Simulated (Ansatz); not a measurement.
**PbO in the antiNiAs structure**

The computed numbers are results of PBE, scalar-relativistic (no spin polarisation) in the plane-wave PAW code Ansatz at 420 eV, Γ-centred 10×10×6 mesh, 0.05 eV Gaussian smearing; PAW files: Ansatz's generated set soft_2.

```
CELL_PARAMETERS angstrom
3.61816 0.00000 0.00000
-1.80908 3.13342 0.00000
0.00000 0.00000 6.35155
ATOMIC_POSITIONS crystal
Pb 0.33333 0.66667 0.25000
Pb 0.66667 0.33333 0.75000
O 0.00000 0.00000 0.00000
O 0.00000 0.00000 0.50000
```

This is a trial structure; measured cells of the compound in the Crystallography Open Database are in space groups Pbcm, P4/nmm.

Cell and atoms are those of this level's equilibrium.

The cell has space group P6_3/mmc (read at 0.01 Å). In it the stress is 0.00, 0.00, 0.00, 0.00, 0.00, 0.00 GPa and the largest force component 0.000 eV/Å. Each change below starts from this cell, without further relaxation. Stress is in GPa, positive in compression, in the order xx, yy, zz, yz, xz, xy; energies are counted from the cell above and are free energies with the smearing's entropy, which match forces and stress in a metal.

What happens when atom 3 (O) is moved by 0.12 Å along y?

The energy changes by 5.7 meV per cell, and the force on it along the shift is -0.098 eV/Å (−F/u = 0.82 eV/Å²). Stress: 0.18, 0.13, 0.18, 0.13, 0.00, 0.00.
| atom | Fx (eV/Å) | Fy | Fz |
| --- | --- | --- | --- |
| Pb1 | 0.000 | 0.036 | 0.030 |
| Pb2 | 0.000 | 0.023 | -0.027 |
| O3 | 0.000 | -0.098 | -0.003 |
| O4 | 0.000 | 0.038 | 0.000 |
In a harmonic crystal the energy would rise by −½F·u = ½ × 0.82 × 0.12² eV = 5.9 meV, close to the run's value; the rest is anharmonic or numerical.

One atom was moved along a Cartesian axis, and these forces appeared. Which atom, and about how far?
```
atom  Fx (eV/Å)     Fy      Fz
 Pb1      0.000  0.000   0.148
 Pb2      0.000  0.000  -0.124
  O3      0.000  0.000  -0.011
  O4      0.000  0.000  -0.013
```

Atom 2 (Pb) is moved by 0.02 Å along z; the energy changes by 1.2 meV per cell.

A single strain component, atoms carried along, gave the stress -2.38, -2.76, -1.54, 0.00, 0.00, 0.00. Which component, and about how large?

An engineering strain of 3 % in yy; the energy changes by 19.0 meV per cell.

What stress follows from an engineering strain of -1 % in xx, atoms carried along?

1.00, 0.87, 0.58, 0.00, 0.00, 0.00 GPa; the energy changes by 2.2 meV per cell.
| atom | Fx (eV/Å) | Fy | Fz |
| --- | --- | --- | --- |
| Pb1 | 0.000 | 0.018 | 0.000 |
| Pb2 | 0.000 | -0.018 | 0.000 |
| O3 | 0.000 | 0.000 | 0.000 |
| O4 | 0.000 | 0.000 | 0.000 |
The change of the stress over the strain gives a clamped-atom stiffness of about 100 GPa for this component, a secant value that lies under the elastic constant in tension and over it in compression, by several per cent for each per cent of strain.
In a harmonic crystal the energy would rise by V(½Cε² − σ₀ε), with σ₀ the stress of the unstrained cell, = 2.2 meV, which matches.

All atoms and the cell are disturbed at random:
```
CELL_PARAMETERS angstrom
3.62178 0.01146 -0.08359
-1.80096 3.13095 0.02369
-0.14674 -0.03670 6.44487
ATOMIC_POSITIONS crystal
Pb 0.33924 0.66462 0.25244
Pb 0.65923 0.32998 0.75383
O 0.00545 0.00897 0.00133
O 0.99608 0.99642 0.49240
```
Give the energy change, the stress and the forces.

24.5 meV per cell; stress -0.78, -0.68, -2.20, 0.27, 0.88, -0.26 GPa.
```
atom  Fx (eV/Å)      Fy      Fz
 Pb1     -0.077  -0.009   0.092
 Pb2      0.030   0.011   0.022
  O3      0.001  -0.029  -0.267
  O4      0.046   0.026   0.153
```

All atoms and the cell are disturbed at random:
```xyz
4
Lattice="3.6874 0.0189 0.0093 -1.8274 3.1496 -0.0265 0.0163 -0.0444 6.3700" Properties=species:S:1:pos:R:3 pbc="T T T"
Pb    0.0442    1.8994    1.5556
Pb    1.7911    1.0500    4.8620
O    -0.0860    0.0708    0.1040
O     0.1353    0.0818    3.0162
```
Give the energy change, the stress and the forces.

240.7 meV per cell; stress -0.32, -0.02, 0.51, 0.34, -0.09, -0.40 GPa.
```tsv
atom	Fx (eV/Å)	Fy	Fz
Pb1	-0.087	0.524	0.736
Pb2	0.024	-0.133	-0.425
O3	0.042	-0.223	-1.290
O4	0.020	-0.168	0.980
```

No spin–orbit coupling, a notable omission for heavy elements.
